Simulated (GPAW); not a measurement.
The system is MgS (Niningerite).

```
CELL_PARAMETERS angstrom
0.00000 2.60165 2.60165
2.60165 0.00000 2.60165
2.60165 2.60165 0.00000
ATOMIC_POSITIONS crystal
S 0.50000 0.50000 0.50000
Mg 0.00000 0.00000 0.00000
```

Base run:

```yaml
Program: GPAW 26.7.0
Functional: PBEsol
Potentials_or_basis: PAW data sets generated in the run's folder for this functional
Cutoff: 800 eV
Basis: pw
k_mesh: 9 × 9 × 9
Occupations: gaussian, width 0.02 eV
Spin: no spin polarisation
```

Its results: band gap on the k mesh 2.84 eV, indirect (least direct gap 3.60 eV); pressure -0.9 GPa.

Question: The run is repeated on the same cell with these changes: functional from PBEsol to PBE; potentials or basis from PAW data sets generated in the run's folder for this functional to GPAW PAW data sets (gpaw-data 1.2.1). What comes out?

Answer: Band gap on the k mesh 2.92 eV, indirect (least direct gap 3.72 eV); pressure 1.1 GPa.

Caveats: an odd mesh through Γ misses points on the zone boundary, where band edges often lie.
